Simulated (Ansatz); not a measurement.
The calculation used DFT, PBE, plane waves (420 eV) with PAW, scalar-relativistic in Ansatz 0.2.0.

An element in the simple cubic structure gives this curve. The cell is scaled uniformly from the relaxed one, with fractional coordinates and shape fixed. Energies are extrapolated to zero smearing, pressures are those at the given smearing. Magnetic state: spin not included.

```json
{"V (Å³/atom)": "30.257", "E − E₀ (meV/atom)": "71.0", "P (GPa)": "6.30"}
{"V (Å³/atom)": "31.632", "E − E₀ (meV/atom)": "29.0", "P (GPa)": "3.72"}
{"V (Å³/atom)": "33.007", "E − E₀ (meV/atom)": "6.7", "P (GPa)": "1.68"}
{"V (Å³/atom)": "34.382", "E − E₀ (meV/atom)": "0.0", "P (GPa)": "0.08"}
{"V (Å³/atom)": "35.758", "E − E₀ (meV/atom)": "5.6", "P (GPa)": "-1.19"}
{"V (Å³/atom)": "37.133", "E − E₀ (meV/atom)": "20.9", "P (GPa)": "-2.19"}
{"V (Å³/atom)": "38.508", "E − E₀ (meV/atom)": "43.8", "P (GPa)": "-2.99"}
```

(1) Which element is it?
A. mercury
B. lead
C. antimony
D. tellurium

Answers

(1) B. Its fit is V₀ = 34.39 Å³/atom, B₀ = 36 GPa, B₀′ = 4.9.
